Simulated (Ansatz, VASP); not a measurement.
**Sn in VASP and in Ansatz**

Contents of INCAR:

```
SYSTEM = Sn
  PREC = Accurate
  ENCUT = 520
  EDIFF = 1E-6
  ISMEAR = 0
  SIGMA = 0.15
  LREAL = .False.
  LASPH = .True.
  NELM = 100
  ALGO = Normal
  ISIF = 2
  LWAVE = .False.
  LCHARG = .False.
  GGA = PS
  NBANDS = 13
```

Contents of KPOINTS:

```
regular mesh
0
Gamma
  18 18 18
  0 0 0
```

Contents of POSCAR:

```
Sn
1.0
   -1.8946518192      1.8946518192      1.8946518192
    1.8946518192     -1.8946518192      1.8946518192
    1.8946518192      1.8946518192     -1.8946518192
Sn
1
Direct
    0.0000000000      0.0000000000      0.0000000000
```

Input for Ansatz:

```yaml
crystal:
  lattice:
    - [-1.8946518192, 1.8946518192, 1.8946518192]
    - [1.8946518192, -1.8946518192, 1.8946518192]
    - [1.8946518192, 1.8946518192, -1.8946518192]
  atoms:
    - { symbol: Sn, position: [0.0, 0.0, 0.0] }
basis:
  ecutwfc: 420
kpoints:
  mp_grid: { grid: [18, 18, 18] }
hamiltonian:
  xc: pbesol
scf:
  occupations: { method: gaussian, width: 0.15 }
output:
  forces: true
  stress: true
  eigenvalues: true
```

This isn't the form of Sn at room conditions, which is tetragonal (white tin).

Alike in both runs: task single point; functional PBEsol; k mesh 18 × 18 × 18; occupations gaussian, width 0.15 eV; no spin polarisation.

```csv
,VASP,Ansatz
version,VASP 6.6.1,Ansatz 0.2.0
potentials or method,"VASP PAW PBE potentials, release 64 (Sn_d)","scalar-relativistic, plane waves, PAW"
plane-wave cutoff (eV),520,420
valence electrons in the cell,14,14
```

Ansatz gave:

```
gap on the k mesh at the Fermi level (eV) : none
pressure (GPa)                            : -1.9
```

What did VASP give for the same quantities?

gap on the k mesh at the Fermi level (eV): none; pressure (GPa): -2.0.

A gap of «none» marks a metal or a gap that the smearing closes. The functional is the same, so the differences come from potentials, cutoffs and numerics.

Caveats: the PAW data sets were made with another functional, which shifts forces and pressure a little (VASP).
